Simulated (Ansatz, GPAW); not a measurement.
# A Ga chain with a Si atom bridging one bond: relaxation, then transmission at several levels, part 4 of 4

Aim: the conductance of a Ga chain with a Si atom bridging one bond after relaxation, and whether geometry, basis or functional moves it most.

GPAW 26.7.0 and Ansatz 0.2.0; Ansatz plane waves; relaxation of the junction with the lead ends held; PAW set soft_1 (the session's first sound run).

So far, transmission at the Fermi level (one spin): step 3 (plane-wave reference (PBE)) 0.721; step 5 (single-zeta polarised basis, PBE, GPAW) 0.729; step 6 (minimal basis, PBE, GPAW) 0.724; step 7 (revPBE in the dzp basis: xc = "revPBE") 0.696; step 8 (without the relaxation: geometry = "as built", PBE, GPAW) 0.964.

### Step 11. Potential alignment off

Without the shift, lead and junction are matched by their Fermi levels alone.

This step: GPAW LCAO, PAW setups; Landauer transmission from Green's functions with principal layers (ASE), zero bias (GPAW 26.7.0).

Contents of run.py:

```python
import json
import numpy as np
from ase import Atoms
from ase.transport.calculators import TransportCalculator
from gpaw import GPAW, FermiDirac
from gpaw.lcao.tools import get_lcao_hamiltonian
from scipy.linalg import eigh

# The junction with lead layers at both ends, along the third cell vector
device = Atoms(
    ['Ga', 'Ga', 'Ga', 'Ga', 'Ga', 'Ga', 'Si', 'Ga', 'Ga', 'Ga', 'Ga', 'Ga', 'Ga'],
    positions=[
        [4.50000, 4.50000, 1.27500],
        [4.50000, 4.50000, 3.82500],
        [4.50000, 4.50000, 6.37500],
        [4.50000, 4.50000, 8.92500],
        [6.11529, 4.36910, 10.92980],
        [5.90086, 4.38863, 13.51160],
        [7.25152, 4.29173, 15.40290],
        [5.91001, 4.39464, 17.29727],
        [6.11984, 4.38162, 19.87538],
        [4.50000, 4.50000, 21.87500],
        [4.50000, 4.50000, 24.42500],
        [4.50000, 4.50000, 26.97500],
        [4.50000, 4.50000, 29.52500]],
    cell=[[9.0, 0.0, 0.0], [0.0, 9.0, 0.0], [0.0, 0.0, 30.8]],
    pbc=True)

# One principal layer of the lead: the first 3 atoms of the device
lead = Atoms(
    ['Ga', 'Ga', 'Ga'],
    positions=[
        [4.50000, 4.50000, 1.27500],
        [4.50000, 4.50000, 3.82500],
        [4.50000, 4.50000, 6.37500]],
    cell=[[9.0, 0.0, 0.0], [0.0, 9.0, 0.0], [0.0, 0.0, 7.65]],
    pbc=True)

settings = dict(mode='lcao', basis='dzp', xc='PBE', h=0.2,
                occupations=FermiDirac(0.1), maxiter=250,
                mixer=dict(beta=0.1, nmaxold=8, weight=100.0),
                convergence=dict(density=0.0001))
energies = np.arange(-2, 2 + 1e-9, 0.025)
eta = 0.0001
n1, n2 = 1, 1
# k and -k transmit alike, so half of the mesh across the current serves
mesh = [(i, j) for i in range(n1) for j in range(n2) if (i, j) <= (-i % n1, -j % n2)]
weights = np.array([1 if (i, j) == (-i % n1, -j % n2) else 2 for i, j in mesh]) / (n1 * n2)

# [... helper functions left out ...]
fermi_lead = ground_state(lead, (1, 1, 15), 'lead.txt')
fermi_device = ground_state(device, (1, 1, 3), 'device.txt')
# [... loop over the mesh left out, but for ...]
        # Lead and device are aligned by their Fermi levels alone
        shift = 0.0
# [...]
kT = 8.617333e-5 * 300
bias = [0.1, 0.2, 0.5, 1.0, 1.5, 2.0]
# [... integrals and printing left out ...]
```

Command:

```bash
OMP_NUM_THREADS=1 OPENBLAS_NUM_THREADS=1 python run.py
```

The program printed:

```text
basis functions: device 169, principal layer 39
Fermi level: lead -2.8498 eV, device -2.8754 eV; lead shifted by 0.0000 eV
largest coupling past the next layer 6.03e-05 eV, largest misfit of the first layer 0.108 eV
  E-E_F (eV)   T (one spin)  channels
    -2.000    7.3616e-02    1.0000
    -1.975    6.3407e-02    1.0000
    -1.950    5.4334e-02    1.0000
    -1.925    4.6292e-02    1.0000
    -1.900    3.9180e-02    1.0000
    -1.875    3.2909e-02    1.0000
    -1.850    2.7397e-02    1.0000
    -1.825    2.2572e-02    1.0000
    -1.800    1.8367e-02    1.0000
    -1.775    1.4723e-02    1.0000
    -1.750    1.1588e-02    1.0000
    -1.725    8.9154e-03    1.0000
    -1.700    6.6628e-03    1.0000
    -1.675    4.7937e-03    1.0000
    -1.650    3.2758e-03    1.0000
    -1.625    2.0801e-03    1.0000
[...]
1.825    1.6372e+00    3.0000
     1.850    1.6666e+00    3.0000
     1.875    1.6975e+00    3.0000
     1.900    1.7301e+00    3.0000
     1.925    1.7642e+00    3.0000
     1.950    1.8000e+00    3.0000
     1.975    1.8375e+00    3.0000
     2.000    1.8764e+00    3.0000
conductance at 300 K: 0.72269 G0 a cell; thermopower -10.17 uV/K
current from the zero-bias T(E) at 0.1 V: 5.6003 uA
current from the zero-bias T(E) at 0.2 V: 11.202 uA
current from the zero-bias T(E) at 0.5 V: 27.257 uA
current from the zero-bias T(E) at 1.0 V: 55.887 uA
current from the zero-bias T(E) at 1.5 V: 90.163 uA
current from the zero-bias T(E) at 2.0 V: 118.68 uA
```

Wall time 67 s (1 thread of Intel Xeon Platinum 8488C (Sapphire Rapids), shared host); peak memory 1 GiB.

Numbers from this step:

```yaml
conductance: 0.7227 G₀
thermopower: -10.17 μV/K
largest_misfit_of_the_first_principal_layer: 0.1075 eV
shift_that_aligns_the_lead: 0 eV
transmission_at_the_fermi_level_one_spin: 0.7223
```

One spin. Table of transmission, zone mean by energy, zero at the Fermi level:

energy (eV), transmission, zone mean and a bar:
```
   -2.000       0.07 #
   -1.900       0.04 #
   -1.800       0.02 
   -1.700       0.01 
   -1.600       0.00 
   -1.500       0.00 
   -1.400       0.00 
   -1.300       0.01 
   -1.200       0.02 
   -1.100       0.03 #
   -1.000       0.05 #
   -0.900       0.08 #
   -0.800       0.11 ##
   -0.700       0.03 #
   -0.600       0.81 #############
   -0.575       0.87 ##############
   -0.500       0.73 ############
   -0.400       0.35 ######
   -0.300       0.12 ##
   -0.200       0.49 ########
   -0.100       0.63 ##########
    0.000       0.72 ############
    0.100       0.82 #############
    0.200       0.93 ###############
    0.300       1.04 #################
    0.400       1.15 ##################
    0.500       1.25 ####################
    0.600       1.33 #####################
    0.700       1.38 ######################
    0.800       1.40 ######################
    0.900       1.39 ######################
    1.000       1.37 ######################
    1.100       1.35 ######################
    1.200       1.33 #####################
    1.300       1.33 #####################
    1.400       1.34 #####################
    1.500       1.38 ######################
    1.600       1.44 #######################
    1.700       1.51 ########################
    1.800       1.61 ##########################
    1.900       1.73 ############################
    2.000       1.88 ##############################
```

Crossings of the lead's bands, unfolded to its shortest repeat. Table of open channels, zone mean by energy, zero at the Fermi level:

```tsv
energy (eV)	open channels, zone mean
-2.000	1
-1.900	1
-1.800	1
-1.700	1
-1.600	1
-1.500	0
-1.400	1
-1.300	1
-1.200	1
-1.100	1
-1.000	1
-0.900	1
-0.800	1
-0.700	1
-0.600	1
-0.500	1
-0.400	1
-0.300	1
-0.200	3
-0.100	3
0.000	3
0.100	3
0.200	3
0.300	3
0.400	3
0.500	3
0.600	3
0.700	3
0.800	3
0.900	3
1.000	3
1.100	3
1.200	3
1.300	3
1.400	3
1.500	3
1.600	3
1.700	3
1.800	3
1.900	3
2.000	3
```

Not self-consistent under bias; the bias window is split evenly. Current through one cell, from the zero-bias transmission against bias:

```tsv
bias (V)	current through one cell, from the zero-bias transmission (μA)
0.100	5.60
0.200	11.2
0.500	27.3
1.000	55.9
1.500	90.2
2.000	119
```

Transmission of the three most open eigenchannels against energy, zero at the Fermi level:

```tsv
energy (eV)	channel 1	channel 2	channel 3
-2.000	0.0736	7.0e-12	0
-1.900	0.0392	6.9e-12	0
-1.800	0.0184	6.8e-12	0
-1.700	0.00666	6.6e-12	0
-1.600	0.00118	6.2e-12	0
-1.500	3.3e-7	1.2e-11	0
-1.400	0.00308	6.9e-12	0
-1.300	0.00918	6.5e-12	0
-1.200	0.0189	6.4e-12	0
-1.100	0.0331	6.2e-12	0
-1.000	0.0533	6.1e-12	0
-0.900	0.0806	5.9e-12	0
-0.800	0.106	5.8e-12	0
-0.700	0.0324	5.9e-12	0
-0.600	0.807	5.3e-12	0
-0.500	0.733	5.2e-12	0
-0.400	0.353	2.7e-10	7.5e-12
-0.300	0.119	3.0e-9	7.9e-10
-0.200	0.292	0.183	0.0129
-0.100	0.325	0.281	0.0189
0.000	0.361	0.339	0.0222
0.100	0.436	0.363	0.0253
0.200	0.508	0.395	0.0288
0.300	0.576	0.435	0.0332
0.400	0.634	0.480	0.0389
0.500	0.676	0.528	0.0462
0.600	0.699	0.571	0.0557
0.700	0.701	0.608	0.0677
0.800	0.681	0.634	0.0828
0.900	0.651	0.642	0.101
1.000	0.662	0.589	0.123
1.100	0.670	0.531	0.149
1.200	0.678	0.477	0.178
1.300	0.688	0.431	0.210
1.400	0.701	0.399	0.245
1.500	0.716	0.380	0.284
1.600	0.732	0.377	0.327
1.700	0.748	0.389	0.375
1.800	0.764	0.429	0.417
1.900	0.777	0.488	0.466
2.000	0.788	0.553	0.535
```

The conductance, 0.723 G₀, lies 1.1 % below that of the dzp run.

### Step 12. What came out

```
conductance                                        : 0.731 G₀
transmission at the Fermi level, mean of the spins : 0.731
thermopower                                        : -9.83 μV/K
open channels of the lead there                    : 3
```

In words: In the dzp basis the junction conducts 0.731 G₀ at 300 K, with T = 0.731 a spin at the Fermi level; the sz basis reaches that conductance within 10 %. Relaxation moved atoms by up to 1.7 Å and took the conductance from 0.956 to 0.731 G₀, as a ratio a larger change than the step from dzp to the minimal basis. Plane waves (PBE) give T = 0.721 there. The scatterer reflects about 76 % of the incoming channels at the Fermi level. At the Fermi level the three most open eigenchannels pass 0.36, 0.35 and 0.022. The negative thermopower says that the thermally weighted transmission is larger above the Fermi level, as for electron-like transport. Measured against the first run (pw-pbe), the nearest curve is that of dzp (r.m.s. 0.025) and the farthest that of asbuilt (0.40). Over the compared runs wall time goes from 40 s (sz) to 73 s (pw-pbe), on a shared host; the plane-wave run used 4 threads and the orbital runs 1. Moves of this size go well beyond a change of bond lengths: the free chain atoms or the scatterer took up a new arrangement, and the name in the title describes the start. The leads kept an estimated spacing and the cell its length, so the junction may be under some tension or compression. An evenly spaced straight chain is an idealisation: free chains tend to dimerise, zigzag or, where a band edge lies near the Fermi level, turn magnetic. The currents use the zero-bias T(E) throughout, which holds only while the bias is small against the distance to the nearest feature.

[Logs are printed without paths, hosts, clocks, repeated set-up lines and the standing remarks that a program may print on its own settings, such as how far it seeks lower states.]

[Hosts, paths, dates, database ids (printed as entryN), source tags and the programs' standing remarks are cut or masked in the printed files.]
